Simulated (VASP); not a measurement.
# BaSrTi2O6 (P4/mmm) in VASP: further runs

One crystal, BaSrTi2O6, is run at these levels: PBEsol; tasks: relaxation of cell and atoms.

Everything below comes from runs of VASP 6.6.1. Logs are shortened: lines on timing, memory, paths and dates and some standing lists are left out, and cuts for length are marked.

### Step 1. The structure

The structure is tetragonal, space group P4/mmm (No. 123). The conventional cell has a = 5.594 Å, b = 5.594 Å, c = 3.956 Å, α = 90.00°, β = 90.00°, γ = 90.00°. Around Ba (site symmetry 4/mmm) lie 12 O at 2.80 Å. Sr (site symmetry 4/mmm) is surrounded by 12 O at 2.80 Å. Ti (site symmetry mmm) is surrounded by 6 O at 1.98 Å. O (site symmetry m2m) has 2 Ti at 1.98 Å as nearest neighbours. O (site symmetry mmm) is surrounded by 2 Ti at 1.98 Å.

The cell was built by a generator and needn't be a form met in nature.

### Step 2. Relaxation of cell and atoms, PBEsol

Contents of INCAR:

```
SYSTEM = BaSrTi2O6
  ALGO = Normal
  EDIFF = 1E-6
  EDIFFG = -0.01
  ENCUT = 600
  GGA = PS
  IBRION = 2
  ISIF = 3
  ISMEAR = 0
  LASPH = .TRUE.
  LCHARG = .FALSE.
  LREAL = .FALSE.
  LUSENCCL = .FALSE.
  LWAVE = .FALSE.
  NELM = 80
  NSW = 90
  PREC = Accurate
  SIGMA = 0.03
```

Contents of KPOINTS:

```
k-points
0
G
  6 6 6
  0 0 0
```

Contents of POSCAR:

```
BaSrTi2O6
1.0
   -3.9556400000      3.9556400000      3.9556400000
    3.9556400000     -3.9556400000      3.9556400000
    3.9556400000      3.9556400000     -3.9556400000
Ba Sr Ti O
2 2 4 12
Direct
    0.5000000000      0.5000000000      0.5000000000
    0.0000000000      0.0000000000      0.5000000000
    0.0000000000      0.5000000000      0.0000000000
    0.5000000000      0.0000000000      0.0000000000
    0.0000000000      0.0000000000      0.0000000000
    0.5000000000      0.5000000000      0.0000000000
    0.5000000000      0.0000000000      0.5000000000
    0.0000000000      0.5000000000      0.5000000000
    0.0000000000      0.2500000000      0.2500000000
    0.5000000000      0.7500000000      0.2500000000
    0.5000000000      0.2500000000      0.7500000000
    0.0000000000      0.7500000000      0.7500000000
    0.2500000000      0.0000000000      0.2500000000
    0.7500000000      0.5000000000      0.2500000000
    0.7500000000      0.0000000000      0.7500000000
    0.2500000000      0.5000000000      0.7500000000
    0.2500000000      0.2500000000      0.0000000000
    0.7500000000      0.7500000000      0.0000000000
    0.7500000000      0.2500000000      0.5000000000
    0.2500000000      0.7500000000      0.5000000000
```

Potentials or basis: VASP PAW PBE potentials, release 64 (Ba_sv, Sr_sv, Ti_sv, O).

On the command line:

```console
$ cat potpaw_PBE.64/Ba_sv/POTCAR potpaw_PBE.64/Sr_sv/POTCAR potpaw_PBE.64/Ti_sv/POTCAR potpaw_PBE.64/O/POTCAR > POTCAR
$ mpirun -np 1 vasp_std > vasp.out
```

OUTCAR:

```text
SYSTEM = BaSrTi2O6
   EDIFF = 1E-6
   EDIFFG = -0.01
   ENCUT = 600
   GGA = PS
   IBRION = 2
   ISIF = 3
   ISMEAR = 0
   LASPH = .TRUE.
   LREAL = .FALSE.
   NELM = 80
   NSW = 90
   PREC = Accurate

 ion  position               nearest neighbor table
   1  0.500  0.500  0.500-  10 2.80  11 2.80  14 2.80  16 2.80  18 2.80  19 2.80  20 2.80  17 2.80
                            15 2.80  12 2.80  13 2.80   9 2.80   5 3.43   6 3.43   6 3.43   7 3.43
   2  0.000  0.000  0.500-   9 2.80  12 2.80  13 2.80  15 2.80  17 2.80  19 2.80  20 2.80  18 2.80
                            11 2.80  16 2.80  14 2.80  10 2.80   5 3.43   5 3.43   6 3.43   8 3.43
   3  0.000  0.500  0.000-   9 2.80  12 2.80  14 2.80  16 2.80  17 2.80  18 2.80  20 2.80  19 2.80
                            10 2.80  13 2.80  15 2.80  11 2.80   5 3.43   8 3.43   6 3.43   5 3.43
   4  0.500  0.000  0.000-  10 2.80  11 2.80  13 2.80  15 2.80  17 2.80  18 2.80  19 2.80  20 2.80
                            14 2.80   9 2.80  16 2.80  12 2.80   5 3.43   7 3.43   6 3.43   6 3.43
   5  0.000  0.000  0.000-   9 1.98  12 1.98  13 1.98  15 1.98  17 1.98  18 1.98   3 3.43   4 3.43
                             1 3.43   2 3.43   2 3.43   3 3.43   4 3.43   1 3.43
   6  0.500  0.500  0.000-  10 1.98  11 1.98  14 1.98  16 1.98  17 1.98  18 1.98   3 3.43   4 3.43
                             1 3.43   2 3.43   1 3.43   4 3.43   3 3.43   2 3.43
   7  0.500  0.000  0.500-  10 1.98  11 1.98  13 1.98  15 1.98  19 1.98  20 1.98   3 3.43   4 3.43
                             1 3.43   2 3.43   4 3.43   1 3.43   2 3.43   3 3.43
   8  0.000  0.500  0.500-   9 1.98  12 1.98  14 1.98  16 1.98  19 1.98  20 1.98   3 3.43   4 3.43
                             1 3.43   2 3.43   3 3.43   2 3.43   1 3.43   4 3.43
   9  0.000  0.250  0.250-   5 1.98   8 1.98   2 2.80   3 2.80   1 2.80   4 2.80
  10  0.500  0.750  0.250-   6 1.98   7 1.98   1 2.80   4 2.80   2 2.80   3 2.80
  11  0.500  0.250  0.750-   6 1.98   7 1.98   1 2.80   4 2.80   3 2.80   2 2.80
  12  0.000  0.750  0.750-   5 1.98   8 1.98   2 2.80   3 2.80   4 2.80   1 2.80
  13  0.250  0.000  0.250-   5 1.98   7 1.98   2 2.80   4 2.80   1 2.80   3 2.80
  14  0.750  0.500  0.250-   6 1.98   8 1.98   1 2.80   3 2.80   2 2.80   4 2.80
  15  0.750  0.000  0.750-   5 1.98   7 1.98   2 2.80   4 2.80   3 2.80   1 2.80
  16  0.250  0.500  0.750-   6 1.98   8 1.98   1 2.80   3 2.80   4 2.80   2 2.80
  17  0.250  0.250  0.000-   5 1.98   6 1.98   4 2.80   1 2.80   3 2.80   2 2.80
  18  0.750  0.750  0.000-   5 1.98   6 1.98   4 2.80   2 2.80   3 2.80   1 2.80
  19  0.750  0.250  0.500-   7 1.98   8 1.98   3 2.80   1 2.80   2 2.80   4 2.80
  20  0.250  0.750  0.500-   7 1.98   8 1.98   4 2.80   1 2.80   2 2.80   3 2.80

  LATTYP: Found a body centered cubic cell.
 ALAT       =     7.9112800000

  Lattice vectors:

 A1 = (  -3.9556400000,   3.9556400000,   3.9556400000)
 A2 = (   3.9556400000,  -3.9556400000,   3.9556400000)
 A3 = (   3.9556400000,   3.9556400000,  -3.9556400000)

Analysis of symmetry for initial positions (statically):
=====================================================================
[... 185 lines left out ...]
  volume/ion in A,a.u.               =      12.38        83.54
  Fermi-wavevector in a.u.,A,eV,Ry     =   1.415396  2.674711 27.257188  2.003347
  Thomas-Fermi vector in A             =   2.536839
   LORBIT       =      0    0 simple, 1 ext, 2 COOP (PROOUT), +10 PAW based schemes
   GGA     = PS    functional components
   LHFCALC =     F    Hartree Fock is set to
   AEXX    =    0.0000 exact exchange contribution
   IVDW    =     0    specifies the selected vdW correction
   LEPSILON=     F    determine dielectric tensor
   LRPA    =     F    only Hartree local field effects (RPA)
 conjugate gradient relaxation of ions
 non-spin polarized calculation
 Gauss-broadening in eV      SIGMA  =   0.03
  energy-cutoff  :      600.00
  volume of cell :      247.58
 maximum number of plane-waves:      8294
   NGX = 27   NGY = 27   NGZ = 27

--------------------------------------- Ionic step        1  -------------------------------------------

 number of electron     160.0000011 magnetization

 Free energy of the ion-electron system (eV)
  ---------------------------------------------------
  ext. energy  EPLUGINS =         0.00000000
  ---------------------------------------------------
  free energy    TOTEN  =      -167.87030068 eV

  energy without entropy =     -167.87030068  energy(sigma->0) =     -167.87030068

------------------------ aborting loop because EDIFF is reached ----------------------------------------

  FORCE on cell =-STRESS in cart. coord.  units (eV):
  Direction    XX          YY          ZZ          XY          YZ          ZX
  --------------------------------------------------------------------------------------
  -------------------------------------------------------------------------------------
  Total       -3.0483049     -3.0483049     -3.1115407      0.0000000      0.0000000      0.0000000
  in kB      -19.7268942    -19.7268942    -20.1361202      0.0000000      0.0000000      0.0000000
  external PRESSURE =     -19.8633029 kB  Pullay stress =       0.0000000 kB
[... 203 lines left out ...]
--------------------------------------- Ionic step        5  -------------------------------------------

 number of electron     159.9999993 magnetization

 Free energy of the ion-electron system (eV)
  ---------------------------------------------------
  ext. energy  EPLUGINS =         0.00000000
  ---------------------------------------------------
  free energy    TOTEN  =      -167.93792338 eV

  energy without entropy =     -167.93792338  energy(sigma->0) =     -167.93792338

 E-fermi :   4.1756     XC(G=0): -11.5866

 val. band max:        3.9418412988   @ k =   0.5000   0.5000   0.5000
 cond. band min:       5.7051990092   @ k =   0.0000   0.0000   0.0000
 fundamental gap:      1.7633577104
 Fermi energy:         4.1756106687

 k-point     1 :       0.0000    0.0000    0.0000
  band No.  band energies     occupation
      1     -52.3019      2.00000
      2     -52.2991      2.00000
      3     -52.2991      2.00000
      4     -52.2991      2.00000
      5     -28.7156      2.00000
      6     -28.7145      2.00000
[... 2269 lines left out ...]
     91       8.0229      0.00000
     92       8.1323      0.00000

 [... further k-points ...]

 [bands above 92 left out]

------------------------ aborting loop because EDIFF is reached ----------------------------------------

  FORCE on cell =-STRESS in cart. coord.  units (eV):
  Direction    XX          YY          ZZ          XY          YZ          ZX
  --------------------------------------------------------------------------------------
  -------------------------------------------------------------------------------------
  Total        0.0998878      0.0998878     -0.1612653     -0.0000000      0.0000000      0.0000000
  in kB        0.6543753      0.6543753     -1.0564654     -0.0000000      0.0000000      0.0000000
  external PRESSURE =       0.0840950 kB  Pullay stress =       0.0000000 kB
[... 35 lines left out ...]
  FREE ENERGIE OF THE ION-ELECTRON SYSTEM (eV)
  ---------------------------------------------------
  free  energy   TOTEN  =      -167.9379233827 eV

  energy  without entropy=     -167.9379233827  energy(sigma->0) =     -167.93792338

 reached required accuracy - stopping structural energy minimisation
```

OSZICAR:

```text
N       E                     dE             d eps       ncg     rms          rms(c)
DAV:   1     0.228084493726E+04    0.22808E+04   -0.85616E+04  5760   0.201E+03
[... 55 lines left out ...]
DAV:   1    -0.167937993879E+03   -0.42974E-03   -0.28435E-01  6272   0.187E+00    0.191E-01
DAV:   2    -0.167938053027E+03   -0.59148E-04   -0.58537E-03  6496   0.301E-01    0.902E-02
DAV:   3    -0.167937934543E+03    0.11848E-03   -0.49343E-04  7048   0.833E-02    0.271E-02
DAV:   4    -0.167937925406E+03    0.91370E-05   -0.11159E-04  8216   0.379E-02    0.215E-02
DAV:   5    -0.167937923772E+03    0.16340E-05   -0.17954E-05  8248   0.205E-02    0.136E-02
DAV:   6    -0.167937923894E+03   -0.12208E-06   -0.11034E-05  7552   0.956E-03    0.942E-03
DAV:   7    -0.167937923383E+03    0.51181E-06   -0.25866E-06  5040   0.636E-03
   5 F= -.16793792E+03 E0= -.16793792E+03  d E =-.200206E-01
```

It took 43 min on 1 × NVIDIA H100 80GB with 1 thread of AMD EPYC 7R13 (Zen 3), shared host; peak memory 1.9 GiB.

Results:

```yaml
Free_energy: -167.9379 eV
Relaxed_volume: 12.23 Å³/atom
Relaxed_cell: a = 6.823 Å, b = 6.823 Å, c = 6.823 Å, α = 109.45°, β = 109.45°, γ = 109.52°
Space_group_after_relaxing_to_0.05_Å: P4/mmm (No. 123)
Energy_gained_by_relaxing: 3.4 meV/atom
Ionic_steps: 5
Pressure_after_relaxing: 0.0 GPa
Band_gap_on_the_k_mesh: 1.76 eV
```

Stress tensor (GPa, compression positive):
```
 0.07  0.00  0.00
 0.00  0.07  0.00
 0.00  0.00 -0.11
```

The path:
```csv
step,energy change (eV),largest force (eV/Å),pressure (GPa),volume (Å³)
1,0.0000,0.3800,-1.99,247.58
2,-0.0430,0.1803,1.94,242.12
3,-0.0476,0.2286,0.98,243.39
4,-0.0673,0.0298,0.15,244.41
5,-0.0676,0.0015,0.01,244.57
```

Final structure:
```xyz
20
Lattice="-3.9406 3.9406 3.9374 3.9406 -3.9406 3.9374 3.9406 3.9406 -3.9374" Properties=species:S:1:pos:R:3 pbc="T T T"
Ba    1.9703    1.9703    1.9687
Ba    1.9703    1.9703   -1.9687
Sr    1.9703   -1.9703    1.9687
Sr   -1.9703    1.9703    1.9687
Ti    0.0000    0.0000    0.0000
Ti    0.0000    0.0000    3.9374
Ti    0.0000    3.9406    0.0000
Ti    3.9406    0.0000    0.0000
O    -1.9703    3.9087    3.9374
O     1.9703   -0.0320    3.9374
O     1.9703    3.9726    0.0000
O     5.9109    0.0320    0.0000
O     3.9087   -1.9703    3.9374
O    -0.0320    1.9703    3.9374
O     0.0320    5.9109    0.0000
O     3.9726    1.9703    0.0000
O     0.0000    0.0000    1.9687
O     0.0000    0.0000    5.9061
O     0.0000    3.9406    1.9687
O     3.9406    0.0000    1.9687
```

Caveat: the PAW data sets were made with another functional, which shifts forces and pressure a little; spin-orbit coupling is left out, which moves the levels of the heavy elements.

### Step 3. Relaxation of cell and atoms, PBEsol

This run uses another cell than the first one, of 12.23 Å³/atom, 0.988 times its volume.

Changes to INCAR since step 2:

```diff
@@ -2,4 +2,4 @@
   ALGO = Normal
-  EDIFF = 1E-6
-  EDIFFG = -0.01
+  EDIFF = 1E-7
+  EDIFFG = -0.005
   ENCUT = 600
```

KPOINTS is that of step 2.

Contents of POSCAR:

```
BaSrTi2O6                               
1.0
   -3.9406173794      3.9406173794      3.9373833338
    3.9406173794     -3.9406173794      3.9373833338
    3.9406173794      3.9406173794     -3.9373833338
  Ba              Sr              Ti              O             
     2     2     4    12
Direct
     0.5000000000000000    0.5000000000000000    0.5000000000000000
     0.0000000000000000    0.0000000000000000    0.5000000000000000
     0.0000000000000000    0.5000000000000000    0.0000000000000000
     0.5000000000000000    0.0000000000000000    0.0000000000000000
     0.0000000000000000    0.0000000000000000    0.0000000000000000
     0.5000000000000000    0.5000000000000000    0.0000000000000000
     0.5000000000000000    0.0000000000000000    0.5000000000000000
     0.0000000000000000    0.5000000000000000    0.5000000000000000
     0.9959444428746684    0.2500000000000000    0.2459444428746685
     0.4959444428746685    0.7500000000000000    0.2459444428746685
     0.5040555571253316    0.2500000000000000    0.7540555571253316
     0.0040555571253316    0.7500000000000000    0.7540555571253316
     0.2500000000000000    0.9959444428746684    0.2459444428746685
     0.7500000000000000    0.4959444428746685    0.2459444428746685
     0.7500000000000000    0.0040555571253316    0.7540555571253316
     0.2500000000000000    0.5040555571253316    0.7540555571253316
     0.2500000000000000    0.2500000000000000    0.0000000000000000
     0.7500000000000000    0.7500000000000000    0.0000000000000000
     0.7500000000000000    0.2500000000000000    0.5000000000000000
     0.2500000000000000    0.7500000000000000    0.5000000000000000
```

Potentials or basis: VASP PAW PBE potentials, release 64 (Ba_sv, Sr_sv, Ti_sv, O).

On the command line:

```console
$ cat potpaw_PBE.64/Ba_sv/POTCAR potpaw_PBE.64/Sr_sv/POTCAR potpaw_PBE.64/Ti_sv/POTCAR potpaw_PBE.64/O/POTCAR > POTCAR
$ mpirun -np 1 vasp_std > vasp.out
```

It took 20 min on 1 × NVIDIA H100 80GB with 1 thread of AMD EPYC 7R13 (Zen 3), shared host; peak memory 1.8 GiB.

The run converged. Its results:

* Free energy: -167.9318 eV
* Relaxed volume: 12.23 Å³/atom
* Relaxed cell: a = 6.824 Å, b = 6.824 Å, c = 6.824 Å, α = 109.43°, β = 109.43°, γ = 109.55°
* Space group after relaxing (to 0.05 Å): P4/mmm (No. 123)
* Energy gained by relaxing: 0.0 meV/atom
* Ionic steps: 2
* Pressure after relaxing: 0.0 GPa
* Band gap on the k mesh: 1.76 eV

Final structure:
```yaml
crystal:
  lattice:
    - [-3.94157, 3.94157, 3.93588]
    - [3.94157, -3.94157, 3.93588]
    - [3.94157, 3.94157, -3.93588]
  atoms:
    - { symbol: Ba, position: [0.50000, 0.50000, 0.50000] }
    - { symbol: Ba, position: [0.00000, 0.00000, 0.50000] }
    - { symbol: Sr, position: [0.00000, 0.50000, 0.00000] }
    - { symbol: Sr, position: [0.50000, 0.00000, 0.00000] }
    - { symbol: Ti, position: [0.00000, 0.00000, 0.00000] }
    - { symbol: Ti, position: [0.50000, 0.50000, 0.00000] }
    - { symbol: Ti, position: [0.50000, 0.00000, 0.50000] }
    - { symbol: Ti, position: [0.00000, 0.50000, 0.50000] }
    - { symbol: O, position: [0.99595, 0.25000, 0.24596] }
    - { symbol: O, position: [0.49595, 0.75000, 0.24595] }
    - { symbol: O, position: [0.50404, 0.25000, 0.75404] }
    - { symbol: O, position: [0.00405, 0.75000, 0.75405] }
    - { symbol: O, position: [0.25000, 0.99595, 0.24596] }
    - { symbol: O, position: [0.75000, 0.49595, 0.24595] }
    - { symbol: O, position: [0.75000, 0.00405, 0.75405] }
    - { symbol: O, position: [0.25000, 0.50404, 0.75404] }
    - { symbol: O, position: [0.25000, 0.25000, 0.00000] }
    - { symbol: O, position: [0.75000, 0.75000, 0.00000] }
    - { symbol: O, position: [0.75000, 0.25000, 0.50000] }
    - { symbol: O, position: [0.25000, 0.75000, 0.50000] }
```

Levels at points of the mesh, in eV from the valence-band top:
| k point | band 76 | band 77 | band 78 | band 79 | band 80 | band 81 | band 82 | band 83 | band 84 | band 85 |
| --- | --- | --- | --- | --- | --- | --- | --- | --- | --- | --- |
| (0.00, 0.00, 0.00) | -0.22 | -0.22 | -0.12 | -0.10 | -0.07 | 1.76 | 1.77 | 1.77 | 3.68 | 3.68 |
| (0.50, 0.00, 0.00) | -0.75 | -0.61 | -0.61 | -0.53 | -0.53 | 2.78 | 2.78 | 2.93 | 2.93 | 3.18 |
| (0.50, 0.50, 0.00) | -0.74 | -0.66 | -0.56 | -0.51 | -0.50 | 2.74 | 2.81 | 2.89 | 2.96 | 3.16 |
| (0.50, 0.50, 0.50) | -0.73 | -0.73 | 0.00 | 0.00 | 0.00 | 1.92 | 1.94 | 1.97 | 3.64 | 3.67 |

Caveat: the PAW data sets were made with another functional, which shifts forces and pressure a little; spin-orbit coupling is left out, which moves the levels of the heavy elements. A k mesh can miss the band edges.
